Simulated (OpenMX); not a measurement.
Here is an OpenMX 3.8.5 calculation.

The input CdSe.dat:

```
System.CurrrentDirectory             ./
System.Name                          CdSe
DATA.PATH                            ./DFT_DATA13
level.of.stdout                      1
level.of.fileout                     0
Species.Number                       2
<Definition.of.Atomic.Species
  Cd  Cd7.0-s3p2d2           Cd_PBE13
  Se  Se7.0-s3p2d2           Se_PBE13
Definition.of.Atomic.Species>

Atoms.Number                         4
Atoms.SpeciesAndCoordinates.Unit     FRAC
<Atoms.SpeciesAndCoordinates
    1  Cd    0.6666666667    0.3333333333    0.5000000000   6.000  6.000     0.00    0.00    0.00    0.00  0  off
    2  Cd    0.3333333333    0.6666666667    0.0000000000   6.000  6.000     0.00    0.00    0.00    0.00  0  off
    3  Se    0.6666666667    0.3333333333    0.8850000000   3.000  3.000     0.00    0.00    0.00    0.00  0  off
    4  Se    0.3333333333    0.6666666667    0.3850000000   3.000  3.000     0.00    0.00    0.00    0.00  0  off
Atoms.SpeciesAndCoordinates>

Atoms.UnitVectors.Unit               Ang
<Atoms.UnitVectors
     4.3000000000    0.0000000000    0.0000000000
    -2.1500000000    3.7239092363    0.0000000000
     0.0000000000    0.0000000000    7.0200000000
Atoms.UnitVectors>

scf.XcType                           GGA-PBE
scf.SpinPolarization                 nc
scf.ElectronicTemperature            580.226
scf.energycutoff                     500.0
scf.maxIter                          100
scf.EigenvalueSolver                 band
scf.Kgrid                            5 5 3
scf.Mixing.Type                      rmm-diisk
scf.Init.Mixing.Weight               0.05
scf.Min.Mixing.Weight                0.001
scf.Max.Mixing.Weight                0.3
scf.Mixing.History                   25
scf.Mixing.StartPulay                8
scf.criterion                        1.0e-7
MD.Type                              nomd
Band.dispersion                      on
Band.Nkpath                          9
<Band.kpath
   11   0.000000  0.000000  0.000000    0.500000  0.000000  0.000000  G M
    7   0.500000  0.000000  0.000000    0.333333  0.333333  0.000000  M K
   13   0.333333  0.333333  0.000000    0.000000  0.000000  0.000000  K G
    6   0.000000  0.000000  0.000000    0.000000  0.000000  0.500000  G A
   11   0.000000  0.000000  0.500000    0.500000  0.000000  0.500000  A L
    7   0.500000  0.000000  0.500000    0.333333  0.333333  0.500000  L H
   13   0.333333  0.333333  0.500000    0.000000  0.000000  0.500000  H A
    6   0.500000  0.000000  0.500000    0.500000  0.000000  0.000000  L M
    6   0.333333  0.333333  0.000000    0.333333  0.333333  0.500000  K H
Band.kpath>
```

Potentials or basis: OpenMX 2013 PBE set, Cd7.0-s3p2d2, Se7.0-s3p2d2, grid cutoff 500 Ry.

Run with:

```sh
$ openmx CdSe.dat -nt 1 > CdSe.std
```

(1) Estimate the band gap along the path.

(2) Predict the band gap on the k mesh.

(3) Estimate the largest force.

(4) What does it give for the Mulliken charges?

Answers

(1) 0.89 eV, direct.

(2) 0.89 eV, direct.

(3) 0.333 eV/Å.

(4) Cd +0.36; Se -0.36 e.

Caveat: the basis of atomic orbitals isn't converged, which shifts pressures, moduli and gaps.

**What was measured.**

A printed reference work, data compilation reports, for a bulk crystal of CdSe at 2 K: band gap 1.841 eV.

Against the measured gap of CdSe, 1.841 eV (2 K; a printed reference work, data compilation), the calculated 0.89 eV is off by -0.95 eV. Spin-orbit coupling on Cd, Se is left out. The value is that of PBE in an atomic basis (OpenMX 2013 PBE set, Cd7.0-s3p2d2, Se7.0-s3p2d2, grid cutoff 500 Ry), whose error adds to the functional's,, without temperature or zero-point motion. Semilocal functionals fall short of measured gaps as a rule.
